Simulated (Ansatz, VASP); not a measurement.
**CsBr in VASP and in Ansatz**

```xyz
2
Lattice="4.2402 0.0000 0.0000 0.0000 4.2402 0.0000 0.0000 0.0000 4.2402" Properties=species:S:1:pos:R:3 pbc="T T T"
Cs    0.0000    0.0000    0.0000
Br    2.1201    2.1201    2.1201
```

Alike in both runs: task relaxation of cell and atoms; functional PBEsol; k mesh 6 × 6 × 6; no spin polarisation.

|  | VASP | Ansatz |
| --- | --- | --- |
| version | VASP 6.6.1 | Ansatz 0.2.0 |
| potentials or method | VASP PAW PBE potentials, release 64 (Cs_sv, Br) | scalar-relativistic, plane waves, PAW |
| plane-wave cutoff (eV) | 600 | 420 |
| occupations | gaussian, width 0.01 eV | fixed |
| valence electrons in the cell | 16 | 16 |

Ansatz gave:

- gap on the k mesh at the Fermi level, each at its own relaxed structure (eV): 4.45
- relaxed volume (Å³/atom): 38.17
- relaxed cell length with the largest relative difference (Å): 4.242

Task: What did VASP give for the same quantities?

Result: gap on the k mesh at the Fermi level, each at its own relaxed structure (eV): 4.42; relaxed volume (Å³/atom): 38.33; relaxed cell length with the largest relative difference (Å): 4.248.

Caveats: the PAW data sets were made with another functional, which shifts forces and pressure a little (VASP); spin-orbit coupling is left out, which moves the levels of the heavy elements. Zero-point motion and thermal expansion aren't in these numbers.
